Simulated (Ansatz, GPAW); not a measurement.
Ca: 3 runs at one level of theory

```
Ca
1.0
     0.00000    2.75644    2.75644
     2.75644    0.00000    2.75644
     2.75644    2.75644    0.00000
Ca
1
Direct
  0.00000 0.00000 0.00000
```

Alike in all runs: task single point; functional LDA; k mesh 8 × 8 × 8; occupations methfessel-paxton, width 0.2 eV; no spin polarisation; no spin-orbit coupling. LDA stands for any of its common fits. Pressure is positive in compression and, in plane waves, holds the error of the finite cutoff, which Ansatz's Pulay term estimates and takes out.

```tsv
program and potentials	plane-wave cutoff (eV)	notes	band gap (eV)	pressure (GPa)
Ansatz, Ansatz PAW	420	potentials made for PBE, which Ansatz adapts in part	no gap	-1.62
GPAW, the program's PAW data sets (release 1.2.1) made for this functional	600	-	no gap	-1.56
Ansatz, all-electron LAPW, scalar-relativistic	-	-	no gap	-1.62
```

None finds a gap. The pressure spans -1.62 (Ansatz, Ansatz PAW) to -1.56 GPa (GPAW, the program's PAW data sets (release 1.2.1) made for this functional), with all-electron results at -1.62.

Differences between rows come from potentials, basis sets and numerical settings, since the functional is the same but for its coding. Runs on potential files found faulty are left out.
